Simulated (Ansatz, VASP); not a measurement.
# Two plane-wave programs on BaS

```xyz
2
Lattice="3.1030 3.1030 0.0000 -3.1030 3.1030 0.0000 0.0000 3.1030 3.1881" Properties=species:S:1:pos:R:3 pbc="T T T"
Ba    0.0000    0.0000    0.0000
S     0.0000    3.1030    0.0000
```

Change from the starting cell: in-plane strain -0.02, out-of-plane length and atoms relaxed by PAW.

Alike in both runs: functional PBEsol; k mesh 6 × 6 × 6; no spin polarisation.

Ansatz relaxed the structure, and its values are those at the end. VASP's run is a single point on that final structure, the one shown.

|  | VASP | Ansatz |
| --- | --- | --- |
| version | VASP 6.6.1 | Ansatz 0.2.0 |
| potentials or method | VASP PAW PBE potentials, release 64 (Ba_sv, S) | PAW with Ansatz's default frozen-core files, scalar-relativistic |
| plane-wave cutoff (eV) | 520 | 420 |
| occupations | gaussian, width 0.01 eV | fixed |
| valence electrons in the cell | 16 | 16 |

```tsv
	VASP	Ansatz	Ansatz less VASP
gap on the k mesh at the Fermi level (eV)	1.82	1.94	+0.116
pressure (GPa)	2.5	1.8	-0.78
```

Caveats: the PAW data sets were made with another functional, which shifts forces and pressure a little (VASP); spin-orbit coupling is left out, which moves the levels of the heavy elements. A k mesh can miss the band edges.
